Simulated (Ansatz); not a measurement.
Take a crystal in which B has been replaced by Ga on all its sites, with the cell rescaled by a rough guess (in some cases also distorted within its space group) and nothing relaxed:

```cif
data_structure
_symmetry_space_group_name_H-M 'P 1'
_symmetry_Int_Tables_number 1
_cell_length_a 2.9102
_cell_length_b 2.9102
_cell_length_c 4.7437
_cell_angle_alpha 90.000
_cell_angle_beta 90.000
_cell_angle_gamma 120.000
_cell_volume 34.79
loop_
_atom_site_label
_atom_site_type_symbol
_atom_site_fract_x
_atom_site_fract_y
_atom_site_fract_z
_atom_site_occupancy
Ga1 Ga 0.66667 0.33333 0.03521 1
Ga2 Ga 0.33333 0.66667 0.53521 1
N1 N 0.66667 0.33333 0.58979 1
N2 N 0.33333 0.66667 0.08979 1
```

All numbers below come from DFT PBE, scalar-relativistic, plane waves, PAW in Ansatz 0.2.0.

Cutoff 420 eV; k points 9×9×6 on the computed 4-atom cell (Γ-centred); Gaussian smearing, width 0.02 eV; no spin polarisation.

Will this cell want to expand or contract, and how hard?

The pressure is 114.6 GPa (positive in compression), so the cell would expand.

Is it a metal on this mesh?

No: the gap is 4.04 eV, the least direct gap 4.04 eV.

What is its energy against the elements in their standard states?

+0.646 eV/atom at this unrelaxed geometry, with the elements in the same functional.

An odd mesh misses points on the zone edge, so a gap read on it can be too wide.